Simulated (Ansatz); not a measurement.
# Ti3Se: from a trial structure to a relaxed crystal

Method: Ansatz, DFT PBE, scalar-relativistic, plane waves, PAW. Cutoff 420 eV, Γ-centred k mesh, Gaussian smearing, collinear spin, first started from parallel moments.

A relaxed cell is given with its space group left out.

```
CELL_PARAMETERS angstrom
-1.92386 1.92386 4.39991
1.92386 -1.92386 4.39991
1.92386 1.92386 -4.39991
ATOMIC_POSITIONS crystal
Ti 0.50000 0.50000 0.00000
Ti 0.25000 0.75000 0.50000
Ti 0.75000 0.25000 0.50000
Se 0.00000 0.00000 0.00000
```

Energies over the elements count from the elements' standard structures at the same level, with no empirical corrections.

What space group does it have?

I4/mmm (No. 139). Conventional cell: a = 3.848 Å, c = 8.800 Å. Around Ti on Wyckoff site b (1 atom of the primitive cell) lie 4 Se at 2.72 Å and 8 Ti at 2.92 Å; Ti on Wyckoff site d (2 atoms of the primitive cell) has 4 Ti at 2.72 Å, 4 Se at 2.92 Å and 4 Ti at 2.92 Å; Se has 4 Ti at 2.72 Å and 8 Ti at 2.92 Å.

What is its formation energy per atom?

-0.29 eV/atom.

Is it a metal?

Yes, bands cross the Fermi level on the 16×16×16 mesh.

What net moment does it keep?

0.25 μB per atom, with site moments up to 0.29 μB.

The final run used a 16×16×16 mesh on its 4-atom cell and 0.10 eV smearing. The k mesh leaves about 4 meV/atom of noise in metals. The cell came from a trial start, so Ti3Se may not exist in this structure.

Cost: 3 runs of about 5.9 core-minutes in all, on Intel Xeon 6975P-C (Granite Rapids) (shared hosts).